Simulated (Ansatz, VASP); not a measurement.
## Cross-check of LiF (Griceite) between VASP and Ansatz

Aim: how closely do two programs agree when they are given the same cell, functional and k mesh? The cell is taken from a series of VASP runs on this material, whose earlier steps may have relaxed, scaled or displaced it; both programs get it as it stands.

Program: Ansatz 0.2.0. Level of theory: plane waves, with VASP 6.6.1 beside it; elastic constants at LDA and zone-centre phonons at LDA. Results are calculated unless marked as measured.

### 1. The structure

It takes space group Fm-3m (No. 225, cubic). Conventional cell: a = 3.898 Å, b = 3.898 Å, c = 3.898 Å, α = 90.00°, β = 90.00°, γ = 90.00°. Nearest to F lie 6 Li at 1.95 Å. Nearest to Li lie 6 F at 1.95 Å. Farther neighbours and most contacts between anions are not listed.

### 2. Ansatz: elastic constants, LDA

Ansatz runs on its default PAW (the set named soft_2) files.

Elastic constants are differences of stresses under small strains, so they test the stress and the mesh.

Input file input.yaml:

```yaml
crystal:
  lattice:
    - [0.0, 1.9488258996, 1.9488258996]
    - [1.9488258996, 0.0, 1.9488258996]
    - [1.9488258996, 1.9488258996, 0.0]
  atoms:
    - { symbol: F, position: [0.5, 0.5, 0.5] }
    - { symbol: Li, position: [0.0, 0.0, 0.0] }
hamiltonian:
  xc: lda
  pseudopotentials: { kind: paw }
kpoints:
  mp_grid: { grid: [12, 12, 12] }
scf:
  occupations: { method: gaussian, width: 0.03 }
elastic:
  mode: relaxed_ion
  stencil: two_point
output:
  forces: true
  stress: true
```

Run with:

```sh
$ ansatz run input.yaml --threads 4 --pin off --max-ram 9216MiB --backend cpu --events-out ev --progress --plain --runs-dir out
```

Numbers of over 12 decimals in the logs are rounded to 6 here.

Output:

```text
Engine: ansatz 0.2.0, aarch64-unknown-linux-gnu
Pseudopotentials: kind: paw
Pseudopotential: F, paw, valence charge 7, recommended cutoff 420 eV (normal), F.paw.azcp
Pseudopotential: Li, paw, valence charge 3, recommended cutoff 420 eV (normal), Li.paw.azcp
Functional definition: SPW92
  exchange = slater_x
  correlation = pw_c
Crystal: 2 atoms, lattice volume = 14.803 Å³
Basis set: ecut = 420 eV, 283 PW (Γ)
Bands: 9, of which v1, the nominal top of the filled ones, is band 5 counted from 1 (4 counted from 0)
Symmetry: 48 space group operations
Space group: Fm-3m (ITA 225), of the structure as read, at distance tolerance 2.5e-5 Å
k-points: 72 of 1728
Non-local potential: F, projectors of the file, l = 0: 2, l = 1: 2, l = 2: 1
Non-local potential: Li, projectors of the file, l = 0: 3, l = 1: 2, l = 2: 1
PAW form: soft (Blöchl's): semilocal exchange-correlation on the pseudo side does not see the compensation charge
PAW frozen core: F, regenerated for the run's functional, and the local potential with it (the file was generated under x = pbe(κ = 0.804, μ = 0.219515), c = pbe(β = 0.066725))
PAW one-centre angular grid: F, 110 points (default); XC on 64 Gauss nodes
PAW one-centre angular grid: Li, 110 points (default); XC on 64 Gauss nodes
Initial density: superposition of atomic densities (neutral atoms: chi_scale 0, normalization atom), corrected by the library's trained network
Initial wavefunctions: pseudopotential atomic-orbital guess
Functional: x = slater, c = lda
SCF iter   1: F=—  HF=-998.718266 eV  |F-HF|=—  |Δ(HF+E_count)|=         —  Δρ=2.25e-2  dr2=5.01e-2  ethr=1.77e-3  ⟨swp⟩=5.0  Hψ=4008  notcnv=0
preconditioner: auto → none  [insulator: Δε(μ)=9.560 eV  Ē_g=23.093 eV  σ=0.030 eV  W_gap=1.00  n_scr=0 (ndim 8)  ℏωp=27.3 eV  f_vac=0.000  D(μ)=0.00/eV (n_scr^D=0)  ε∞_Penn≈2.4]
SCF iter   2: F=—  HF=-998.699590 eV  |F-HF|=—  |Δ(HF+E_count)|=   1.87e-2  Δρ=9.61e-3  dr2=5.11e-3  ethr=5.01e-4  ⟨swp⟩=3.0  Hψ=1799  notcnv=0
SCF iter   3: F=—  HF=-998.697116 eV  |F-HF|=—  |Δ(HF+E_count)|=   2.47e-3  Δρ=2.13e-3  dr2=3.42e-4  ethr=5.11e-5  ⟨swp⟩=2.5  Hψ=1189  notcnv=0
SCF iter   4: F=—  HF=-998.696769 eV  |F-HF|=—  |Δ(HF+E_count)|=   3.47e-4  Δρ=4.07e-4  dr2=9.14e-6  ethr=3.42e-6  ⟨swp⟩=2.0  Hψ=1155  notcnv=0
SCF iter   5: F=—  HF=-998.696760 eV  |F-HF|=—  |Δ(HF+E_count)|=   9.04e-6  Δρ=4.88e-5  dr2=2.61e-7  ethr=9.14e-8  ⟨swp⟩=2.0  Hψ=720  notcnv=0
SCF iter   6: F=—  HF=-998.696760 eV  |F-HF|=—  |Δ(HF+E_count)|=   5.14e-7  Δρ=2.10e-6  dr2=3.73e-10  ethr=2.61e-9  ⟨swp⟩=2.8  Hψ=971  notcnv=0
SCF iter   7: F=—  HF=-998.696760 eV  |F-HF|=—  |Δ(HF+E_count)|=  2.11e-10  Δρ=1.90e-7  dr2=2.58e-12  ethr=3.73e-12  ⟨swp⟩=2.1  Hψ=747  notcnv=0
SCF iter   8: F=-998.696760 eV  HF=-998.696760 eV  |F-HF|=3.41e-13  |Δ(HF+E_count)|=  3.41e-13  Δρ=6.02e-9  dr2=1.77e-15  ethr=1.00e-12  ⟨swp⟩=4.0  Hψ=1921  notcnv=0
SCF 1 converged in 8 iterations: F = -998.696760 eV  dr2 = 1.77e-15
  greatest PAW one-centre occupation: 1.000 electrons in one spin orbital (limit 2), on the Li atom at site 1 (counted from 0), in its partial waves of l = 0
Crystal: 2 atoms, lattice volume = 14.773 Å³
Symmetry: 16 space group operations
k-points: 163 of 1728
Initial density: handed on by an earlier stage of this run
Initial wavefunctions: those handed on with the density
iter 1 solved again at ethr=2.23e-8 eV; its pass at ethr=3.10e-3 eV (dr2=2.23e-6 eV) is discarded
SCF iter   1: F=—  HF=-998.696525 eV  |F-HF|=—  |Δ(HF+E_count)|=         —  Δρ=1.97e-4  dr2=3.02e-6  ethr=2.23e-8  ⟨swp⟩=2.0  Hψ=11695  notcnv=0
preconditioner: auto → none  [insulator: Δε(μ)=9.804 eV  Ē_g=23.324 eV  σ=0.030 eV  W_gap=1.00  n_scr=0 (ndim 8)  ℏωp=27.3 eV  f_vac=0.000  D(μ)=0.00/eV (n_scr^D=0)  ε∞_Penn≈2.4]
[...]
SCF 2 converged in 6 iterations: F = -998.696525 eV  dr2 = 1.89e-14
Crystal: 2 atoms, lattice volume = 14.833 Å³
[...]
preconditioner: auto → none  [insulator: Δε(μ)=9.761 eV  Ē_g=23.278 eV  σ=0.030 eV  W_gap=1.00  n_scr=0 (ndim 8)  ℏωp=27.3 eV  f_vac=0.000  D(μ)=0.00/eV (n_scr^D=0)  ε∞_Penn≈2.4]
[...]
SCF 3 converged in 5 iterations: F = -998.696821 eV  dr2 = 5.37e-16
Symmetry: 8 space group operations
k-points: 280 of 1728
[...]
preconditioner: auto → none  [insulator: Δε(μ)=9.779 eV  Ē_g=23.301 eV  σ=0.030 eV  W_gap=1.00  n_scr=0 (ndim 8)  ℏωp=27.3 eV  f_vac=0.000  D(μ)=0.00/eV (n_scr^D=0)  ε∞_Penn≈2.4]
[...]
SCF iter   3: F=—  HF=-998.696674 eV  |F-HF|=—  |Δ(HF+E_count)|=   4.43e-8  Δρ=8.47e-6  dr2=5.80e-9  ethr=4.24e-10  ⟨swp⟩=2.0  Hψ=3857  notcnv=0
SCF iter   4: F=—  HF=-998.696674 eV  |F-HF|=—  |Δ(HF+E_count)|=   1.83e-9  Δρ=9.63e-7  dr2=2.71e-11  ethr=5.80e-11  ⟨swp⟩=2.4  Hψ=3398  notcnv=0
SCF iter   5: F=—  HF=-998.696674 eV  |F-HF|=—  |Δ(HF+E_count)|=  3.41e-13  Δρ=1.41e-7  dr2=8.51e-13  ethr=2.71e-13 (applied; sched 1.00e-12)  ⟨swp⟩=1.4  Hψ=2654  notcnv=0
SCF iter   6: F=-998.696674 eV  HF=-998.696674 eV  |F-HF|=1.14e-13  |Δ(HF+E_count)|=  1.14e-13  Δρ=3.29e-9  dr2=4.74e-16  ethr=1.00e-12  ⟨swp⟩=4.0  Hψ=7261  notcnv=0
SCF 4 converged in 6 iterations: F = -998.696674 eV  dr2 = 4.74e-16
iter 1 solved again at ethr=1.22e-10 eV; its pass at ethr=3.10e-3 eV (dr2=1.22e-8 eV) is discarded
SCF iter   1: F=—  HF=-998.696674 eV  |F-HF|=—  |Δ(HF+E_count)|=         —  Δρ=2.17e-5  dr2=1.01e-8  ethr=1.22e-10  ⟨swp⟩=1.6  Hψ=19344  notcnv=0
SCF iter   2: F=—  HF=-998.696674 eV  |F-HF|=—  |Δ(HF+E_count)|=   2.03e-9  Δρ=8.99e-6  dr2=2.97e-9  ethr=1.01e-10  ⟨swp⟩=2.1  Hψ=3600  notcnv=0
SCF iter   3: F=—  HF=-998.696674 eV  |F-HF|=—  |Δ(HF+E_count)|=  1.68e-10  Δρ=4.43e-6  dr2=3.88e-10  ethr=2.97e-11  ⟨swp⟩=2.0  Hψ=3240  notcnv=0
SCF iter   4: F=—  HF=-998.696674 eV  |F-HF|=—  |Δ(HF+E_count)|=  1.00e-11  Δρ=2.18e-7  dr2=1.77e-12  ethr=3.88e-12  ⟨swp⟩=2.0  Hψ=3621  notcnv=0
SCF iter   5: F=-998.696674 eV  HF=-998.696674 eV  |F-HF|=2.27e-13  |Δ(HF+E_count)|=    0.00e0  Δρ=3.93e-9  dr2=5.56e-16  ethr=1.00e-12  ⟨swp⟩=3.4  Hψ=6591  notcnv=0
SCF 5 converged in 5 iterations: F = -998.696674 eV  dr2 = 5.56e-16
SCF converged after 8 iterations
Free energy (F): -998.696760 eV
Harris-Foulkes:  -998.696760 eV  (|F-HF|=3.41e-13)
Internal energy: -998.696760 eV  (E = F + TS)
E sigma→0 (E₀):  -998.696760 eV
Fermi energy:    6.321672 eV
--- Per-component energies (eV) ---
  E_band       = -111.401398
  E_kinetic    = 229.951121
  E_local      = -610.482065  (includes V_loc(G=0)·N_el)
  E_nonlocal   = 43.097175
  E_hartree    = 210.827266
  E_xc         = -90.007700
  E_vxc        = -116.644154  (∫ρ·V_xc dr)
  E_paw        = -206.436241  (= ΣΔE_a)
  E_vpaw       = -78.980075  (= ΣTr[D̂ρ^β])
  E_aug_tail   = 0.002068  (compensation charges beyond the density's cutoff)
  E_ewald      = -575.761636
  E_core_change = 0.113252  (= ΣΔE_core)
  E_smearing   = -0.000000  (= −TS)
  E_closure    = 0.000000  (closes the sum)
  Σ components = -998.696760   (vs F -998.696760, Δ=0.00e0)
--- Forces (eV/Å), atoms counted from 1 ---
  atom   1  F      0.00000000    -0.00000000     0.00000000
  atom   2  Li    -0.00000000     0.00000000     0.00000000
  max |Σ_I F_I| component: 3.97e-29 eV/Å
--- Stress (GPa, compression-positive) ---
        0.761063      -0.000000       0.000000
        0.000000       0.761063       0.000000
        0.000000       0.000000       0.761063
  P = ⅓ Tr σ = 0.7611 GPa (7.611 kbar)
--- Band table (eV; the first three rows and the last of 72) ---
  k-point 0: bands = ["-38.0998", "-18.4363", "1.4287", "1.4287", "1.4287", "11.2140", "26.1669", "26.1669", "26.1669"]
  k-point 1: bands = ["-38.0928", "-18.4050", "1.1979", "1.4091", "1.4091", "11.4124", "23.7183", "25.0274", "25.0274"]
  k-point 2: bands = ["-38.0737", "-18.3173", "0.6092", "1.3577", "1.3577", "11.8761", "21.4104", "23.6727", "23.6727"]
  k-point 71: bands = ["-37.9672", "-17.5957", "-1.0521", "-1.0521", "0.5196", "16.8832", "16.8832", "19.3848", "21.7032"]
--- Elastic constants: 2 strain directions × 2 members + reference (group order 48) ---
  dense FFT box of the reference and of every strained cell: 20×20×20
  strains applied: 11, 23; error gains: componentwise 1.00 (the most a stress slope's error grows in a printed constant), spectral 1.73 (1 for all six strains in a standard setting)
  C = ∂σ_k/∂η_j (tension-positive GPa; Voigt order 11 22 33 23 13 12):
       165.504     52.612     52.612     -0.000     -0.000     -0.000
        52.612    165.504     52.612     -0.000     -0.000      0.000
        52.612     52.612    165.504     -0.000      0.000      0.000
        -0.000      0.000      0.000     69.826     -0.000     -0.000
        -0.000      0.000     -0.000      0.000     69.826      0.000
        -0.000      0.000     -0.000      0.000     -0.000     69.826
  reference stress σ⁰ (GPa):     -0.761     -0.761     -0.761     -0.000     -0.000      0.000
  C* (energy form; C + prestress term) asymmetry max|C*_kj − C*_jk| = 1.421e-14 GPa — a small one proves nothing (zero by symmetry where the batch's group is 432, −43m or m−3m); a large one is finite-difference/SCF noise where every solve meets its electron count
  moduli (Voigt/Reuss/Hill, GPa): K = 90.24/90.24/90.24   G = 64.47/63.78/64.13   E = 155.54   ν = 0.213
  mechanically stable: yes (min eigenvalue of sym C = 69.83 GPa)
  strain η (Voigt 11):  stress-route row diagonal C_11 = 165.50 GPa, energy-path curvature d²(F+E_count+ΔE)/dδ²/Ω₀ = 170.19 GPa
         δ    σ_11 (GPa)             F (eV)   n_scf  n_hpsi   n_pw
    -2.000e-3      -1.0957        -998.6965245       6   26050    303   relax 0 steps, max|allowed force component| 3.17e-29 eV/Å
     2.000e-3      -0.4337        -998.6968205       5   24545    303   relax 0 steps, max|allowed force component| 3.17e-29 eV/Å
  strain η (Voigt 23):  stress-route row diagonal C_44 = 69.83 GPa, energy-path curvature d²(F+E_count+ΔE)/dδ²/Ω₀ = 72.90 GPa
         δ    σ_23 (GPa)             F (eV)   n_scf  n_hpsi   n_pw
    -2.000e-3      -0.1396        -998.6966741       6   43149    303   relax 0 steps, max|allowed force component| 7.67e-29 eV/Å
     2.000e-3       0.1397        -998.6966741       5   39764    303   relax 0 steps, max|allowed force component| 1.39e-28 eV/Å
```

The job ended after 2.4 s (4 threads of Arm Neoverse V2, shared host; peak memory 0.31 GiB; 7.7 s of CPU time).

In the SCF lines HF is the Harris–Foulkes energy and dr2 the Hartree energy of the density residual, in eV; the loop may stop once dr2 is under the threshold and the program's other checks hold. Hψ counts applications of the Hamiltonian.

The run ends at a pressure of 0.76 GPa.

(Continued in part 2 of 3.)

[Lines on the potential files, build, host, timing and source positions are cut from VASP's logs without a mark.]

[Logs are printed without paths, hosts, clocks, repeated set-up lines and the standing remarks that a program may print on its own settings, such as how far it seeks lower states.]

[Hosts, paths, dates, database ids (printed as entryN), source tags and the programs' standing remarks are cut or masked in the printed files.]
